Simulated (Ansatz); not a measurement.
# Ta: stationary points along a deformation path

Level of theory: DFT PBE, scalar-relativistic, plane waves, PAW in Ansatz. The runs took a 420 eV cutoff, a Γ-centred 22×22×22 mesh and Gaussian smearing (0.15 eV). Spin–orbit coupling is left out, which can shift energies with elements as heavy as these. No spin polarisation. Energies are free energies at this smearing, counted from the undisturbed cell; pressure is positive in compression.

The undisturbed cell (as given, not relaxed at this level; it stands at 3.2 GPa):

```yaml
crystal:
  lattice:
    - [-1.65128, 1.65128, 1.65128]
    - [1.65128, -1.65128, 1.65128]
    - [1.65128, 1.65128, -1.65128]
  atoms:
    - { symbol: Ta, position: [0.00000, 0.00000, 0.00000] }
```

At fixed volume and fractional coordinates, lengths along (0.577, 0.577, 0.577) are scaled against those across it; ρ is that ratio over its starting value. V = 18.010 Å³/atom. Δσ is the stress along the axis less the mean stress across it (compression positive).

```csv
ρ,ΔE (meV/atom),Δσ (GPa),space group
0.500,9428.3,634.07,R-3m
0.600,3476.4,288.87,R-3m
0.710,1059.5,121.75,R-3m
0.850,144.1,27.76,R-3m
0.930,26.8,9.31,R-3m
1.000,0.0,0.00,Im-3m
1.080,33.1,-10.87,R-3m
1.200,149.8,-19.88,R-3m
1.410,524.2,-41.50,R-3m
1.700,1086.8,-32.21,R-3m
2.000,1307.3,0.00,Pm-3m
```

**Question.** How does the stress give the slope of the energy, and where is the energy stationary?

**Answer.** Along the path d ln(length) is 2/3 d ln ρ on the axis and −1/3 d ln ρ across it, so dE/d ln ρ = −(2/3) V Δσ: the energy falls with ρ where Δσ is positive. Δσ vanishes or changes sign at ρ = 1.000 (Im-3m), a minimum at 0.0 meV/atom; at ρ = 2.000 (Pm-3m, an end of the scan), at 1307.3 meV/atom. Pairs of stationary points between two samples would go unseen, and could change a minimum read from distant neighbours into a maximum. At ρ = 1.000, 2.000 the cell is cubic, where symmetry alone makes the stress isotropic and the slope zero.

**Question.** Which shear constant sets the curvature at ρ = 1?

**Answer.** For a cubic crystal E/V = (2/3) C (ln ρ)² with C = C44, so Δσ = −2C ln ρ. The parabola of Δσ against ln ρ through ρ = 0.930, 1 and 1.080 gives C ≈ 67 GPa with the ions clamped, rough because the steps are large. It is the stress–strain coefficient at this cell's pressure of 3.2 GPa, not the zero-pressure constant.

In a metal these slopes depend on the k mesh and the smearing.